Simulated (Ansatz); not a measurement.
# Frozen normal mode in SnO2

Method: DFT LDA, scalar-relativistic, plane waves, PAW in Ansatz 0.2.0. The runs took a 420 eV cutoff, a Γ-centred 10×10×10 mesh and Gaussian smearing (0.05 eV). No spin polarisation. Energies are free energies at this smearing, counted from the undisturbed cell; pressure is positive in compression.

Reference structure (relaxed at this level; this form isn't the usual structure):

```
Sn O
1.0
    -1.98611    1.98611    5.09017
     1.98611   -1.98611    5.09017
     1.98611    1.98611   -5.09017
Sn O
2 4
Direct
  0.75000 0.25000 0.50000
  0.00000 0.00000 0.00000
  0.79700 0.79700 0.00000
  0.95300 0.45300 0.50000
  0.20300 0.20300 0.00000
  0.54700 0.04700 0.50000
```

A zone-centre mode of this cell is frozen in: each atom moves by x times its row below, so x is the largest displacement.
```
atom ux uy uz
 Sn1   0.116  -0.016  0.000
 Sn2   0.116  -0.016  0.000
  O3  -1.000  -0.019  0.000
  O4  -1.000  -0.019  0.000
  O5   0.138   0.138  0.000
  O6   0.138   0.138  0.000
```

```
  x (Å)  ΔE (meV/cell)
-0.3000         2684.4
-0.1500          551.7
 0.0000            0.0
 0.0375           32.3
 0.0750          130.8
 0.1125          301.0
 0.1875          896.0
 0.2250         1350.8
 0.2625         1938.0
```

By symmetry 0.3000 repeats -0.3000, -0.2250 repeats 0.2250, 0.1500 repeats -0.1500, -0.0750 repeats 0.0750 in energy, with the opposite slope along the path.